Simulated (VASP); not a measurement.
# C62N (a cell with a defect) in VASP: further runs, part 4 of 4

VASP 6.6.1.

## 5. Hyperfine couplings, HSE06, collinear spin, ferromagnetic start

Contents of POSCAR:

```
C62N
1.0
    7.1400000000      0.0000000000      0.0000000000
    0.0000000000      7.1400000000      0.0000000000
    0.0000000000      0.0000000000      7.1400000000
N C
1 62
Direct
    0.6375900000      0.6375900000      0.6375900000
    0.6326450000      0.3643800000      0.3643800000
    0.3643800000      0.6326450000      0.3643800000
    0.3643800000      0.3643800000      0.6326450000
    0.5012000000      0.2503410000      0.2503410000
    0.4984050000      0.2520050000      0.7474340000
    0.4984050000      0.7474340000      0.2520050000
    0.5060330000      0.7497910000      0.7497910000
    0.2503410000      0.5012000000      0.2503410000
    0.2520050000      0.4984050000      0.7474340000
    0.7474340000      0.4984050000      0.2520050000
    0.7497910000      0.5060330000      0.7497910000
    0.2503410000      0.2503410000      0.5012000000
    0.2520050000      0.7474340000      0.4984050000
    0.7474340000      0.2520050000      0.4984050000
    0.7497910000      0.7497910000      0.5060330000
    0.1261310000      0.6242820000      0.6242820000
    0.6242820000      0.1261310000      0.6242820000
    0.6242820000      0.6242820000      0.1261310000
    0.1253590000      0.3751540000      0.3751540000
    0.6235900000      0.3773750000      0.8727850000
    0.6235900000      0.8727850000      0.3773750000
    0.3751540000      0.1253590000      0.3751540000
    0.3773750000      0.6235900000      0.8727850000
    0.8727850000      0.6235900000      0.3773750000
    0.3751540000      0.3751540000      0.1253590000
    0.3773750000      0.8727850000      0.6235900000
    0.8727850000      0.3773750000      0.6235900000
    0.9999650000      0.4998880000      0.4998880000
    0.4998880000      0.9999650000      0.4998880000
    0.4998880000      0.4998880000      0.9999650000
    0.1236090000      0.1236090000      0.6239660000
    0.1236090000      0.6239660000      0.1236090000
    0.6239660000      0.1236090000      0.1236090000
    0.1241080000      0.3754010000      0.8754640000
    0.1241080000      0.8754640000      0.3754010000
    0.6253090000      0.8765470000      0.8765470000
    0.3754010000      0.1241080000      0.8754640000
    0.8754640000      0.1241080000      0.3754010000
    0.8765470000      0.6253090000      0.8765470000
    0.3754010000      0.8754640000      0.1241080000
    0.8754640000      0.3754010000      0.1241080000
    0.8765470000      0.8765470000      0.6253090000
    0.0000573000      0.2501160000      0.2501160000
    0.9989280000      0.2509700000      0.7495550000
    0.9989280000      0.7495550000      0.2509700000
    0.0014057000      0.7500050000      0.7500050000
    0.2501160000      0.0000573000      0.2501160000
    0.2509700000      0.9989280000      0.7495550000
    0.7495550000      0.9989280000      0.2509700000
    0.7500050000      0.0014057000      0.7500050000
    0.2501160000      0.2501160000      0.0000573000
    0.2509700000      0.7495550000      0.9989280000
    0.7495550000      0.2509700000      0.9989280000
    0.7500050000      0.7500050000      0.0014057000
    0.1250520000      0.1250520000      0.1250520000
    0.1258710000      0.8746530000      0.8746530000
    0.8746530000      0.1258710000      0.8746530000
    0.8746530000      0.8746530000      0.1258710000
    0.9998960000      0.9998960000      0.4999790000
    0.9998960000      0.4999790000      0.9998960000
    0.4999790000      0.9998960000      0.9998960000
    0.0000745000      0.0000745000      0.0000745000
```

Contents of INCAR.step1:

```
SYSTEM = C62N
PREC = Accurate ; ENCUT = 520
EDIFF = 1E-5 ; ISMEAR = 0
SIGMA = 0.02 ; LREAL = .False.
LASPH = .True. ; NELM = 60
ALGO = Normal ; ISIF = 2
LWAVE = .True. ; LCHARG = .False.
ISPIN = 2 ; MAGMOM = 0.5 0 0 0 0 0 0 0 0 0 0 0 0 0 0 0 0 0 0 0 0 0 0 0 0 0 0 0 0 0 0 0 0 0 0 0 0 0 0 0 0 0 0 0 0 0 0 0 0 0 0 0 0 0 0 0 0 0 0 0 0 0 0
LORBIT = 11 ; NUPDOWN = 2
NELECT = 254 ; GGA = PE
```

Contents of INCAR.step2:

```
SYSTEM = C62N
PREC = Accurate ; ENCUT = 520
EDIFF = 1E-6 ; ISMEAR = 0
SIGMA = 0.02 ; LREAL = .False.
LASPH = .True. ; NELM = 60
ALGO = Normal ; ISIF = 2
LWAVE = .False. ; LCHARG = .False.
ISPIN = 2 ; MAGMOM = 0.5 0 0 0 0 0 0 0 0 0 0 0 0 0 0 0 0 0 0 0 0 0 0 0 0 0 0 0 0 0 0 0 0 0 0 0 0 0 0 0 0 0 0 0 0 0 0 0 0 0 0 0 0 0 0 0 0 0 0 0 0 0 0
LORBIT = 11 ; NUPDOWN = 2
GGA = PE ; LHFCALC = .True.
HFSCREEN = 0.2 ; PRECFOCK = Fast
LHYPERFINE = .True. ; NELECT = 254
ISTART = 1
```

Contents of KPOINTS:

```
Automatic mesh
0
Gamma
  1 1 1
  0 0 0
```

Potentials or basis: VASP PAW PBE potentials, release 64 (N, C).

Command:

```bash
$ cat potpaw_PBE.64/N/POTCAR potpaw_PBE.64/C/POTCAR > POTCAR
$ cp INCAR.step1 INCAR
$ mpirun -np 1 vasp_std > vasp.out
$ cp INCAR.step2 INCAR
$ mpirun -np 1 vasp_std > vasp.out
```

OUTCAR:

```text
SYSTEM = C62N
   PREC = Accurate
   ENCUT = 520
   EDIFF = 1E-6
   ISMEAR = 0
   LREAL = .False.
   LASPH = .True.
   NELM = 60
   ISIF = 2
   ISPIN = 2
   LORBIT = 11
   NUPDOWN = 2
   GGA = PE
   LHFCALC = .True.
   HFSCREEN = 0.2
   PRECFOCK = Fast
   NELECT = 254
   ISTART = 1

 ion  position               nearest neighbor table
   1  0.638  0.638  0.638-   8 1.47  12 1.47  16 1.47
   2  0.633  0.364  0.364-   5 1.49  11 1.49  15 1.49
   3  0.364  0.633  0.364-   9 1.49   7 1.49  14 1.49
   4  0.364  0.364  0.633-  13 1.49  10 1.49   6 1.49
   5  0.501  0.250  0.250-   2 1.49  23 1.55  26 1.55  34 1.55
   6  0.498  0.252  0.747-   4 1.49  18 1.55  21 1.55  38 1.56
   7  0.498  0.747  0.252-   3 1.49  19 1.55  22 1.55  41 1.56
   8  0.506  0.750  0.750-   1 1.47  37 1.54  24 1.56  27 1.56
   9  0.250  0.501  0.250-   3 1.49  20 1.55  26 1.55  33 1.55
  10  0.252  0.498  0.747-   4 1.49  17 1.55  24 1.55  35 1.56
[... 51 lines left out ...]
  62  0.500  1.000  1.000-  34 1.53  37 1.53  38 1.54  41 1.54
  63  0.000  0.000  0.000-  56 1.55  57 1.55  58 1.55  59 1.55

  LATTYP: Found a simple cubic cell.
 ALAT       =     7.1400000000

  Lattice vectors:

 A1 = (   7.1400000000,   0.0000000000,   0.0000000000)
 A2 = (   0.0000000000,   7.1400000000,   0.0000000000)
 A3 = (   0.0000000000,   0.0000000000,   7.1400000000)

Analysis of symmetry for initial positions (statically):
=====================================================================
 Subroutine PRICEL returns:
 Original cell was already a primitive cell.

 Routine SETGRP: Setting up the symmetry group for a
 simple cubic supercell.

[... 611 lines left out ...]
      3.55861      1.79932      5.33668         0.018228     -0.108402      0.089844
[... 55 lines left out ...]
      3.56985      7.13926      7.13926        -0.015748     -0.005006     -0.005006
      0.00053      0.00053      0.00053        -0.005430     -0.005430     -0.005430
 -----------------------------------------------------------------------------------
    total drift:                                0.000935      0.000936      0.000917

  FREE ENERGIE OF THE ION-ELECTRON SYSTEM (eV)
  ---------------------------------------------------
  free  energy   TOTEN  =      -643.5457610369 eV

  energy  without entropy=     -643.5457610369  energy(sigma->0) =     -643.54576104

 Fermi contact (isotropic) hyperfine coupling parameter (MHz)
 -------------------------------------------------------------
  ion      A_pw      A_1PS     A_1AE     A_1c      A_tot
 -------------------------------------------------------------
   1       0.019     0.019    -1.050    -0.094    -1.050
   2       1.852     1.867    13.903    -3.068    13.888
   3       1.852     1.867    13.903    -3.068    13.888
   4       1.852     1.867    13.903    -3.068    13.888
   5      -0.091    -0.092    -1.155     0.127    -1.154
   6      -0.051    -0.052    -0.995     0.052    -0.994
[... 55 lines left out ...]
  62       0.057     0.057    -0.141    -0.129    -0.141
  63       0.005     0.005    -0.014    -0.011    -0.014
 -------------------------------------------------------------

 Dipolar hyperfine coupling parameters (MHz)
 ---------------------------------------------------------------------
  ion      A_xx      A_yy      A_zz      A_xy      A_xz      A_yz
 ---------------------------------------------------------------------
   1      -0.000    -0.000     0.000    -0.003    -0.003    -0.003
   2       0.316    -0.158    -0.158    -2.767    -2.767     2.486
   3      -0.158     0.316    -0.158    -2.767     2.486    -2.767
   4      -0.158    -0.158     0.316     2.486    -2.767    -2.767
   5      -0.059     0.029     0.029     0.027     0.027     0.091
   6      -0.079     0.023     0.057    -0.076     0.073    -0.154
[... 55 lines left out ...]
  62      -0.139     0.069     0.069     0.044     0.044    -0.109
  63      -0.000    -0.000     0.000    -0.009    -0.009    -0.009
 ---------------------------------------------------------------------

 Total hyperfine coupling parameters after diagonalization (MHz)
 (convention: |A_zz| > |A_xx| > |A_yy|)
 ----------------------------------------------------------------------
  ion      A_xx      A_yy      A_zz     asymmetry (A_yy - A_xx)/ A_zz
 ----------------------------------------------------------------------
   1      -1.047    -1.047    -1.055      -0.000
   2      11.244    11.170    19.250      -0.004
   3      11.244    11.170    19.250      -0.004
   4      11.244    11.170    19.250      -0.004
   5      -1.215    -1.025    -1.220      -0.156
   6      -1.102    -0.764    -1.117      -0.302
[... 55 lines left out ...]
  62      -0.150     0.038    -0.310      -0.604
  63      -0.005    -0.005    -0.033      -0.000
 ---------------------------------------------------------------------

 total charge

# of ion       s       p       d       tot
------------------------------------------
    1        1.206   2.730   0.000   3.936
    2        0.839   1.751   0.000   2.590
    3        0.839   1.751   0.000   2.590
    4        0.839   1.751   0.000   2.590
    5        0.830   1.763   0.000   2.594
    6        0.830   1.754   0.000   2.583
[... 55 lines left out ...]
   62        0.835   1.771   0.000   2.606
   63        0.828   1.747   0.000   2.575
--------------------------------------------------
tot         52.672 111.245   0.000 163.917

 magnetization (x)

# of ion       s       p       d       tot
------------------------------------------
    1       -0.002   0.005   0.000   0.003
    2        0.042   0.312   0.000   0.354
    3        0.042   0.312   0.000   0.354
    4        0.042   0.312   0.000   0.354
    5       -0.004  -0.014   0.000  -0.018
    6       -0.003  -0.008   0.000  -0.011
[... 55 lines left out ...]
   62       -0.000   0.010   0.000   0.010
   63       -0.000   0.001   0.000   0.001
--------------------------------------------------
tot          0.139   1.160   0.000   1.299
```

OUTCAR.step1:

```text
SYSTEM = C62N
   PREC = Accurate
   ENCUT = 520
   EDIFF = 1E-5
   ISMEAR = 0
   LREAL = .False.
   LASPH = .True.
   NELM = 60
   ISIF = 2
   ISPIN = 2
   LORBIT = 11
[... 823 lines left out ...]
--------------------------------------------------
tot         52.350 111.691   0.000 164.042

 magnetization (x)

# of ion       s       p       d       tot
------------------------------------------
    1       -0.001   0.007   0.000   0.005
    2        0.037   0.290   0.000   0.327
    3        0.037   0.290   0.000   0.327
    4        0.037   0.290   0.000   0.327
    5       -0.003  -0.010   0.000  -0.013
    6       -0.002  -0.004   0.000  -0.006
[... 55 lines left out ...]
   62       -0.000   0.012   0.000   0.012
   63        0.000   0.001   0.000   0.001
--------------------------------------------------
tot          0.133   1.153   0.000   1.286
```

Run time: 31 min. Hardware: 1 thread of Intel Xeon Platinum 8488C (Sapphire Rapids), shared host; peak memory 0.71 GiB.

Results:

```yaml
Free_energy: -643.5458 eV
Largest_force: 0.255 eV/Å
Net_moment: 2.00 μB per cell
Site_moments: N +0.00; C +0.35, -0.02, -0.01, -0.00, +0.01, +0.02, +0.03, +0.00 μB
Valence_electrons_inside_the_program's_atomic_spheres: N 3.94; C 2.59, 2.58, 2.54, 2.57, 2.60, 2.61
```

Forces on the atoms (eV/Å):
```
N    0.147  0.147  0.147
C   -0.030  0.008  0.008
C    0.008 -0.030  0.008
C    0.008  0.008 -0.030
C   -0.022 -0.112 -0.112
C    0.018 -0.108  0.090
C    0.018  0.090 -0.108
C    0.054 -0.009 -0.009
C   -0.112 -0.022 -0.112
C   -0.108  0.018  0.090
C    0.090  0.018 -0.108
C   -0.009  0.054 -0.009
C   -0.112 -0.112 -0.022
C   -0.108  0.090  0.018
C    0.090 -0.108  0.018
C   -0.009 -0.009  0.054
C    0.029 -0.009 -0.009
C   -0.009  0.029 -0.009
C   -0.009 -0.009  0.029
C    0.036  0.009  0.009
C    0.005  0.011 -0.008
C    0.005 -0.008  0.011
C    0.009  0.036  0.009
C    0.011  0.005 -0.008
C   -0.008  0.005  0.011
C    0.009  0.009  0.036
C    0.011 -0.008  0.005
C   -0.008  0.011  0.005
C   -0.011  0.000  0.000
C    0.000 -0.011  0.000
C    0.000  0.000 -0.011
C    0.027  0.027 -0.023
C    0.027 -0.023  0.027
C   -0.023  0.027  0.027
C    0.030  0.033 -0.016
C    0.030 -0.016  0.033
C   -0.002 -0.017 -0.017
C    0.033  0.030 -0.016
C   -0.016  0.030  0.033
C   -0.017 -0.002 -0.017
C    0.033 -0.016  0.030
C   -0.016  0.033  0.030
C   -0.017 -0.017 -0.002
C   -0.004 -0.020 -0.020
C   -0.004 -0.020  0.007
C   -0.004  0.007 -0.020
C   -0.016  0.009  0.009
C   -0.020 -0.004 -0.020
C   -0.020 -0.004  0.007
C    0.007 -0.004 -0.020
C    0.009 -0.016  0.009
C   -0.020 -0.020 -0.004
C   -0.020  0.007 -0.004
C    0.007 -0.020 -0.004
C    0.009  0.009 -0.016
C    0.009  0.009  0.009
C    0.006  0.005  0.005
C    0.005  0.006  0.005
C    0.005  0.005  0.006
C   -0.005 -0.005 -0.016
C   -0.005 -0.016 -0.005
C   -0.016 -0.005 -0.005
C   -0.005 -0.005 -0.005
```

Hyperfine coupling, principal values (MHz):
```
atom            values
 1 N  -1.0, -1.0, -1.1
 2 C  11.2, 11.2, 19.2
 3 C  11.2, 11.2, 19.2
 4 C  11.2, 11.2, 19.2
 5 C  -1.2, -1.0, -1.2
 6 C  -1.1, -0.8, -1.1
 7 C  -1.1, -0.8, -1.1
 8 C   -0.1, 0.0, -0.1
 9 C  -1.2, -1.0, -1.2
10 C  -1.1, -0.8, -1.1
11 C  -1.1, -0.8, -1.1
12 C   -0.1, 0.0, -0.1
13 C  -1.2, -1.0, -1.2
14 C  -1.1, -0.8, -1.1
15 C  -1.1, -0.8, -1.1
16 C   -0.1, 0.0, -0.1
17 C     0.1, 0.0, 0.2
18 C     0.1, 0.0, 0.2
19 C     0.1, 0.0, 0.2
20 C     0.5, 0.3, 0.5
21 C     0.3, 0.2, 0.4
22 C     0.3, 0.2, 0.4
23 C     0.5, 0.3, 0.5
24 C     0.3, 0.2, 0.4
25 C     0.3, 0.2, 0.4
26 C     0.5, 0.3, 0.5
27 C     0.3, 0.2, 0.4
28 C     0.3, 0.2, 0.4
29 C  -0.3, -0.1, -0.3
30 C  -0.3, -0.1, -0.3
31 C  -0.3, -0.1, -0.3
32 C     1.5, 1.5, 2.0
33 C     1.5, 1.5, 2.0
34 C     1.5, 1.5, 2.0
35 C     1.4, 1.4, 2.0
36 C     1.4, 1.4, 2.0
37 C     0.0, 0.0, 0.1
38 C     1.4, 1.4, 2.0
39 C     1.4, 1.4, 2.0
40 C     0.0, 0.0, 0.1
41 C     1.4, 1.4, 2.0
42 C     1.4, 1.4, 2.0
43 C     0.0, 0.0, 0.1
44 C  -0.3, -0.2, -0.3
45 C  -0.2, -0.1, -0.2
46 C  -0.2, -0.1, -0.2
47 C  -0.1, -0.1, -0.1
48 C  -0.3, -0.2, -0.3
49 C  -0.2, -0.1, -0.2
50 C  -0.2, -0.1, -0.2
51 C  -0.1, -0.1, -0.1
52 C  -0.3, -0.2, -0.3
53 C  -0.2, -0.1, -0.2
54 C  -0.2, -0.1, -0.2
55 C  -0.1, -0.1, -0.1
56 C  -0.1, -0.1, -0.2
57 C     0.1, 0.1, 0.1
58 C     0.1, 0.1, 0.1
59 C     0.1, 0.1, 0.1
60 C   -0.1, 0.0, -0.3
61 C   -0.1, 0.0, -0.3
62 C   -0.1, 0.0, -0.3
63 C     0.0, 0.0, 0.0
```

Caveat: the cell carries a net charge on a neutralising background, which shifts energy and pressure; the moment is held away from its start; the PAW data sets were made with another functional, which shifts forces and pressure a little; the total moment is fixed, so each spin has its own Fermi level.
